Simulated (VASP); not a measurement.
# Relaxed cell of CdTe: a test of cutoff and mesh, part 2 of 2

Aim: test the relaxed volume of CdTe against cutoff and mesh. The starting structure is a measured crystal structure from the Crystallography Open Database.

VASP 6.6.1.

Results so far: reference 34.23 Å³ an atom; a cutoff of 270 eV 33.62 Å³ an atom; a 3×3×3 mesh 34.91 Å³ an atom.

### 5. Relaxation with a cutoff of 470 eV

Level of this step: PBEsol; plane waves and PAW (Te, Cd) (VASP).

Against step 2 the input has ENCUT = 470.

File INCAR:

```
SYSTEM = CdTe
PREC = Accurate
ENCUT = 470
EDIFF = 1E-06
NELM = 100
ISMEAR = 0
SIGMA = 0.03
LREAL = .FALSE.
ALGO = Normal
GGA = PS
NBANDS = 15
LORBIT = 11
LWAVE = .FALSE.
LCHARG = .FALSE.
KPAR = 2
IBRION = 2
NSW = 50
ISIF = 3
EDIFFG = -0.01
```

File POSCAR:

```
CdTe
1.0
    0.0000000000      3.2400000000      3.2400000000
    3.2400000000      0.0000000000      3.2400000000
    3.2400000000      3.2400000000      0.0000000000
Te Cd
1 1
Direct
    0.7500000000      0.7500000000      0.7500000000
    0.0000000000      0.0000000000      0.0000000000
```

File KPOINTS:

```
Automatic mesh
0
Gamma
6 6 6
0 0 0
```

Potentials, in the order of the species: Te and Cd (PBE family, release 64).

On the command line:

```bash
$ mpirun -np 2 vasp_std
```

Log:

```text
[... set-up lines as in an earlier step ...]
 entering main loop
       N       E                     dE             d eps       ncg     rms          rms(c)
DAV:   1     0.948530512927E+02    0.94853E+02   -0.79159E+03   480   0.967E+02
DAV:   2    -0.221498084403E+01   -0.97068E+02   -0.92916E+02   564   0.237E+02
DAV:   3    -0.570659853311E+01   -0.34916E+01   -0.34874E+01   585   0.474E+01
DAV:   4    -0.574009270449E+01   -0.33494E-01   -0.33493E-01   699   0.394E+00
[...]
DAV:  11    -0.548238911899E+01   -0.24488E-04   -0.47147E-05   537   0.412E-02    0.360E-02
DAV:  12    -0.548238713297E+01    0.19860E-05   -0.41170E-06   571   0.145E-02    0.190E-02
DAV:  13    -0.548238702252E+01    0.11045E-06   -0.42881E-07   359   0.368E-03
   1 F= -.54823870E+01 E0= -.54823870E+01  d E =-.548239E+01
[...]
N       E                     dE             d eps       ncg     rms          rms(c)
DAV:   1    -0.550025175657E+01   -0.17865E-01   -0.33750E-01   550   0.688E+00    0.995E-01
[...]
DAV:   4    -0.548286988187E+01    0.26336E-03   -0.41815E-04   508   0.147E-01    0.448E-02
DAV:   5    -0.548285707156E+01    0.12810E-04   -0.44129E-05   564   0.812E-02    0.331E-02
DAV:   6    -0.548285690385E+01    0.16771E-06   -0.10074E-05   544   0.316E-02    0.818E-03
DAV:   7    -0.548285683885E+01    0.65006E-07   -0.15745E-06   397   0.160E-02
   2 F= -.54828568E+01 E0= -.54828568E+01  d E =-.469816E-03
 trial-energy change:   -0.000470  1 .order   -0.000488   -0.001431    0.000455
 step:   0.7478(harm=  0.7590)  dis= 0.00000  next Energy=    -5.482914 (dE=-0.527E-03)
[...]
N       E                     dE             d eps       ncg     rms          rms(c)
DAV:   1    -0.548402191550E+01   -0.11650E-02   -0.21363E-02   543   0.172E+00    0.244E-01
DAV:   2    -0.548302695385E+01    0.99496E-03   -0.24840E-03   529   0.719E-01    0.799E-02
DAV:   3    -0.548292705422E+01    0.99900E-04   -0.21828E-04   557   0.147E-01    0.658E-02
DAV:   4    -0.548291474741E+01    0.12307E-04   -0.25845E-05   508   0.372E-02    0.110E-02
DAV:   5    -0.548291464290E+01    0.10451E-06   -0.26301E-06   499   0.199E-02
   3 F= -.54829146E+01 E0= -.54829146E+01  d E =-.527620E-03
[...]
reached required accuracy - stopping structural energy minimisation
```

Elapsed: 13 s, on 2 MPI ranks of AMD EPYC 7R43, shared host; peak memory 0.31 GiB.

From OUTCAR (step 5):

```text
  Total        0.0029320      0.0029320      0.0029320      0.0000000      0.0000000     -0.0000000
  in kB        0.0685333      0.0685333      0.0685333      0.0000000      0.0000000     -0.0000000
  external PRESSURE =       0.0685333 kB  Pullay stress =       0.0000000 kB

 POSITION                                       TOTAL-FORCE (eV/Angst)
 -----------------------------------------------------------------------------------
      4.87233      4.87233      4.87233        -0.000000     -0.000000     -0.000000
      0.00000      0.00000      0.00000         0.000000      0.000000      0.000000
 -----------------------------------------------------------------------------------
    total drift:                                0.000001      0.000001      0.000001

  FREE ENERGIE OF THE ION-ELECTRON SYSTEM (eV)
  ---------------------------------------------------
  free  energy   TOTEN  =        -5.4829146429 eV

  energy  without entropy=       -5.4829146429  energy(sigma->0) =       -5.48291464

[... 2 parts as in an earlier step ...]

[... 2 further parts left out ...]
[key lines of the parts left out:]
E-fermi :   2.3266
```

With a cutoff of 470 eV the cell ends at 34.272 Å³ an atom, +0.11 % from the reference; the bulk modulus is 41.5 GPa against 41.7 GPa.

### 6. Relaxation with an 8×8×8 mesh

Against step 2 the input has an 8×8×8 mesh.

Changes to INCAR since step 5:

```diff
@@ -2,3 +2,3 @@
 PREC = Accurate
-ENCUT = 470
+ENCUT = 450
 EDIFF = 1E-06
```

POSCAR is that of step 5.

File KPOINTS:

```
Automatic mesh
0
Gamma
8 8 8
0 0 0
```

On the command line:

```bash
$ mpirun -np 2 vasp_std
```

Log:

```text
[... set-up lines as in an earlier step ...]
 entering main loop
       N       E                     dE             d eps       ncg     rms          rms(c)
DAV:   1     0.943260075936E+02    0.94326E+02   -0.75697E+03   870   0.921E+02
DAV:   2    -0.219889121629E+01   -0.96525E+02   -0.92438E+02  1017   0.239E+02
DAV:   3    -0.571037892138E+01   -0.35115E+01   -0.35055E+01  1073   0.479E+01
DAV:   4    -0.574407504799E+01   -0.33696E-01   -0.33694E-01  1270   0.396E+00
[...]
DAV:  11    -0.548812336064E+01   -0.23677E-04   -0.45691E-05   948   0.401E-02    0.360E-02
DAV:  12    -0.548812145994E+01    0.19007E-05   -0.39226E-06  1031   0.142E-02    0.188E-02
DAV:  13    -0.548812135351E+01    0.10643E-06   -0.39889E-07   568   0.363E-03
   1 F= -.54881214E+01 E0= -.54881214E+01  d E =-.548812E+01
[...]
N       E                     dE             d eps       ncg     rms          rms(c)
DAV:   1    -0.549912530847E+01   -0.11004E-01   -0.20656E-01  1003   0.539E+00    0.777E-01
DAV:   2    -0.548957090061E+01    0.95544E-02   -0.23435E-02   982   0.223E+00    0.256E-01
DAV:   3    -0.548857075890E+01    0.10001E-02   -0.21234E-03  1003   0.468E-01    0.214E-01
DAV:   4    -0.548840793787E+01    0.16282E-03   -0.26050E-04   947   0.116E-01    0.350E-02
DAV:   5    -0.548839982903E+01    0.81088E-05   -0.26332E-05  1003   0.629E-02    0.262E-02
DAV:   6    -0.548839954691E+01    0.28212E-06   -0.63670E-06   926   0.252E-02
   2 F= -.54883995E+01 E0= -.54883995E+01  d E =-.278193E-03
 trial-energy change:   -0.000278  1 .order   -0.000362   -0.000880    0.000156
 step:   0.7613(harm=  0.8497)  dis= 0.00000  next Energy=    -5.488419 (dE=-0.298E-03)
 reached required accuracy - stopping structural energy minimisation
```

Elapsed: 15 s, on 2 MPI ranks; peak memory 0.33 GiB; 30 s of CPU time.

From OUTCAR (step 6):

```text
  Total       -0.0195104     -0.0195104     -0.0195104      0.0000000     -0.0000000      0.0000000
  in kB       -0.4558799     -0.4558799     -0.4558799      0.0000000     -0.0000000      0.0000000
  external PRESSURE =      -0.4558799 kB  Pullay stress =       0.0000000 kB

 POSITION                                       TOTAL-FORCE (eV/Angst)
 -----------------------------------------------------------------------------------
      4.87293      4.87293      4.87293         0.000000      0.000000      0.000000
      3.24862      3.24862      0.00000        -0.000000     -0.000000     -0.000000
 -----------------------------------------------------------------------------------
    total drift:                                0.000001      0.000001      0.000001

  FREE ENERGIE OF THE ION-ELECTRON SYSTEM (eV)
  ---------------------------------------------------
  free  energy   TOTEN  =        -5.4883995469 eV

  energy  without entropy=       -5.4883995469  energy(sigma->0) =       -5.48839955

[... 1 part as in an earlier step ...]

[... 3 further parts left out ...]
[key lines of the parts left out:]
E-fermi :   2.3328
```

With an 8×8×8 mesh the cell ends at 34.284 Å³ an atom, +0.15 % from the reference; the bulk modulus is 41.2 GPa against 41.7 GPa.

### 7. The runs compared

```
               run  volume (Å³/atom)  change (%)  bulk modulus (GPa)  pressure left (GPa)  core minutes
         reference            34.233           -                41.7                  0.0         0.433
a cutoff of 270 eV            33.615        -1.8                45.8                 0.05         0.307
      a 3×3×3 mesh             34.91        1.98                39.8                  0.0          0.24
a cutoff of 470 eV            34.272        0.11                41.5                 0.01         0.433
     an 8×8×8 mesh            34.284        0.15                41.2                -0.05         0.513
```

Core minutes are wall time times ranks, summed over the relaxations behind a row (those for a bulk modulus apart), on shared hosts.

### 8. Outcome

| Quantity | Value |
| --- | --- |
| volume of the reference | 34.23 Å³/atom |
| volume against the reference, a cutoff of 270 eV | -1.80 % |
| volume against the reference, a 3×3×3 mesh | +1.98 % |
| volume against the reference, a cutoff of 470 eV | +0.11 % |
| volume against the reference, an 8×8×8 mesh | +0.15 % |

What this shows: The volume moves most with a 3×3×3 mesh: +1.98 % against the reference (450 eV, 6×6×6 mesh). On finer settings it changes by +0.15 % with an 8×8×8 mesh. The relaxations stop with up to 0.05 GPa left, which at the bulk modulus found here is 0.11 % of the volume. A cell that shrinks at the lower cutoff is the usual mark of Pulay stress, the error that a plane-wave basis makes when it is kept while the volume changes. The bulk modulus is more sensitive: it changes by +10.0 % with a cutoff of 270 eV. Further runs on this material are not shown.

[Lines on the potential files, build, host, timing and source positions are cut from VASP's logs without a mark.]

[Logs are printed without paths, hosts, clocks, repeated set-up lines and the standing remarks that a program may print on its own settings, such as how far it seeks lower states.]

[Hosts, paths, dates, database ids (printed as entryN), source tags and the programs' standing remarks are cut or masked in the printed files.]
